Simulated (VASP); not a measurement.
Level of theory: PBE GGA with D3 dispersion (Becke-Johnson damping), VASP's PBE PAW potentials (set 64) (plane waves; VASP 6.6.1).

Input for VASP

INCAR:
```
GGA = PE   ! PBE
ISMEAR = 0
SIGMA = 0.05   ! width (eV)
IBRION = 2
NSW = 60   ! most ionic steps
IVDW = 12
ISIF = 3   ! ions, shape and volume
LASPH = .TRUE.
ALGO = Normal   ! blocked Davidson
LREAL = .FALSE.   ! projection in real space or not
ENCUT = 520
LWAVE = .FALSE.
PREC = Accurate
EDIFFG = -0.02   ! ionic stop
LMAXMIX = 4   ! l cut-off of mixed one-centre charges
EDIFF = 1E-6
NELM = 100   ! most electronic steps
LCHARG = .FALSE.
SYSTEM = ZrO2
```

File POSCAR:
```
ZrO2
1.0
  0.0000000000   2.5450000000   2.5450000000
  2.5450000000   0.0000000000   2.5450000000
  2.5450000000   2.5450000000   0.0000000000
Zr O
1 2
Direct
  0.0000000000   0.0000000000   0.0000000000
  0.2500000000   0.2500000000   0.2500000000
  0.7500000000   0.7500000000   0.7500000000
```

KPOINTS:
```
Automatic mesh
0
Gamma
 7 7 7
```

POTCAR, in this order: Zr_sv O (PBE.64 set). Program: vasp_std.

What VASP printed:

File OSZICAR:
```
       N       E                     dE             d eps       ncg     rms          rms(c)
DAV:   1     0.190379513956E+03    0.19038E+03   -0.14558E+04   640   0.153E+03
DAV:   2    -0.271588303104E+02   -0.21754E+03   -0.21538E+03   832   0.391E+02
DAV:   3    -0.346653691914E+02   -0.75065E+01   -0.74968E+01   960   0.726E+01
DAV:   4    -0.349005538978E+02   -0.23518E+00   -0.23515E+00   896   0.938E+00
DAV:   5    -0.349031784190E+02   -0.26245E-02   -0.26245E-02   824   0.875E-01    0.249E+01
DAV:   6    -0.286286687256E+02    0.62745E+01   -0.36223E+01   696   0.470E+01    0.994E+00
DAV:   7    -0.285848782080E+02    0.43791E-01   -0.13915E+00   904   0.977E+00    0.618E+00
DAV:   8    -0.285588289014E+02    0.26049E-01   -0.16851E-01   816   0.430E+00    0.454E-01
DAV:   9    -0.285594244503E+02   -0.59555E-03   -0.16668E-02   912   0.917E-01    0.320E-01
DAV:  10    -0.285605127825E+02   -0.10883E-02   -0.53758E-03   696   0.729E-01    0.149E-01
DAV:  11    -0.285605221077E+02   -0.93252E-05   -0.16941E-03   872   0.344E-01    0.136E-01
DAV:  12    -0.285604689970E+02    0.53111E-04   -0.31588E-04   736   0.142E-01    0.480E-03
DAV:  13    -0.285604707657E+02   -0.17687E-05   -0.12960E-05   816   0.266E-02    0.463E-03
DAV:  14    -0.285604708649E+02   -0.99206E-07   -0.23487E-06   672   0.103E-02
   1 F= -.29361494E+02 E0= -.29361494E+02  d E =-.293615E+02
```

File OUTCAR:
```
------------------------ aborting loop because EDIFF is reached ----------------------------------------
 Edisp (eV)   -0.80102
  FORCE on cell =-STRESS in cart. coord.  units (eV):
  Direction    XX          YY          ZZ          XY          YZ          ZX
  --------------------------------------------------------------------------------------
  Total      -0.00921    -0.00921    -0.00921    -0.00000     0.00000     0.00000
  in kB      -0.44761    -0.44761    -0.44761    -0.00000     0.00000     0.00000
  external pressure =       -0.45 kB  Pullay stress =        0.00 kB
  volume of cell :       32.97
      direct lattice vectors                 reciprocal lattice vectors
     0.000000000  2.545000000  2.545000000    -0.196463654  0.196463654  0.196463654
     2.545000000  0.000000000  2.545000000     0.196463654 -0.196463654  0.196463654
     2.545000000  2.545000000  0.000000000     0.196463654  0.196463654 -0.196463654
 POSITION                                       TOTAL-FORCE (eV/Angst)
 -----------------------------------------------------------------------------------
      0.00000      0.00000      0.00000         0.000000     -0.000000      0.000000
      1.27250      1.27250      1.27250         0.000000      0.000000      0.000000
      3.81750      3.81750      3.81750        -0.000000     -0.000000     -0.000000
 -----------------------------------------------------------------------------------
    total drift:                                0.000000      0.000000      0.000000
  FREE ENERGIE OF THE ION-ELECTRON SYSTEM (eV)
  ---------------------------------------------------
  free  energy   TOTEN  =       -29.3614942655 eV

  energy  without entropy=      -29.3614942655  energy(sigma->0) =      -29.36149427

 reached required accuracy - stopping structural energy minimisation
```
(Selected blocks of OUTCAR.)

### OUTCAR
```
 val. band max:        7.1358625931   @ k =  -0.4286   0.4286   0.0000

 cond. band min:      10.5766115553   @ k =   0.0000   0.0000   0.0000


 Fermi energy:         7.4819669861

 k-point     1 :       0.0000    0.0000    0.0000
  band No.  band energies     occupation
      1     -40.8639      2.00000
      2     -18.6842      2.00000
      3     -18.6842      2.00000
      4     -18.6842      2.00000
      5     -10.9732      2.00000
      6      -8.4150      2.00000
      7       1.9924      2.00000
      8       1.9924      2.00000
      9       1.9924      2.00000
     10       6.6926      2.00000
     11       6.6926      2.00000
     12       6.6926      2.00000
     13      10.5766      0.00000
     14      10.5766      0.00000
     15      13.8032      0.00000
     16      16.5910      0.00000

 k-point     2 :       0.1429    0.0000    0.0000
  band No.  band energies     occupation
      1     -40.8552      2.00000
      2     -18.8265      2.00000
      3     -18.6975      2.00000
      4     -18.6975      2.00000
      5     -10.6963      2.00000
      6      -8.6121      2.00000
      7       2.1860      2.00000
      8       2.1861      2.00000
      9       2.5295      2.00000
     10       6.2283      2.00000
     11       6.3437      2.00000
     12       6.3437      2.00000
     13      10.9305      0.00000
     14      10.9305      0.00000
     15      14.3506      0.00000
     16      15.9918      0.00000

 k-point     3 :       0.2857    0.0000    0.0000
  band No.  band energies     occupation
      1     -40.8354      2.00000
      2     -19.1210      2.00000
      3     -18.7271      2.00000
      4     -18.7271      2.00000
      5     -10.1748      2.00000
      6      -8.8956      2.00000
      7       2.6275      2.00000
      8       2.6275      2.00000
      9       3.6999      2.00000
     10       5.3902      2.00000
     11       5.8124      2.00000
     12       5.8124      2.00000
     13      11.3268      0.00000
...
```

The compound is ZrO2 in the fluorite structure, the high-temperature cubic form, which is unstable at 0 K; the monoclinic form is the stable one. The cell was not relaxed at this level. The start is the result of an earlier pass.
